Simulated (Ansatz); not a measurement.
Crystal: In.

```
In
1.0
     3.33548    0.00000    0.00000
    -1.66774    2.88861    0.00000
     0.00000    0.00000    5.50914
In
2
Direct
  0.66667 0.33333 0.75000
  0.33333 0.66667 0.25000
```

This isn't the form of In at room conditions, which is tetragonal.

| Item | Value |
| --- | --- |
| Program | Ansatz 0.2.0 |
| Task | relaxation of cell and atoms |
| Functional | HSEsol |
| Potentials or basis | Ansatz PAW |
| Cutoff | 420 eV (not typed: the program's choice for these potentials) |
| k mesh | 5 × 5 × 3 |
| Occupations | fermi-dirac, width 0.05 eV |
| Spin | no spin polarisation |

At the start: volume 26.54 Å³/atom.

Problem. How do energy, volume and symmetry change on relaxing?

Solution. It ends after 5 steps and the volume is 25.44 Å³/atom (-4.1 %); space group P6_3/mmc (No. 194, to 0.05 Å).

Step by step:
| step | energy change (eV) | largest force (eV/Å) | volume (Å³) |
| --- | --- | --- | --- |
| 1 | 0.0000 | 0.0000 | 53.08 |
| 2 | -0.0131 | 0.0000 | 50.89 |
| 3 | -0.0133 | 0.0000 | 50.87 |
| 4 | -0.0133 | 0.0000 | 50.88 |
| 5 | -0.0128 | 0.0000 | 50.88 |

Final structure:
```xyz
2
Lattice="3.2854 0.0000 0.0000 -1.6427 2.8453 0.0000 0.0000 0.0000 5.4431" Properties=species:S:1:pos:R:3 pbc="T T T"
In    1.6427    0.9484    4.0824
In    0.0000    1.8968    1.3608
```

Caveat: the k mesh is coarse (spacing up to 0.44 Å⁻¹), so the values aren't converged, least of all with exact exchange; the plane-wave basis is chosen anew once the cell has moved, so the energies of steps on either side of that aren't comparable; the PAW data sets come from PBE, with cores solved anew for the run's functional, which leaves a small shift of forces and pressure.
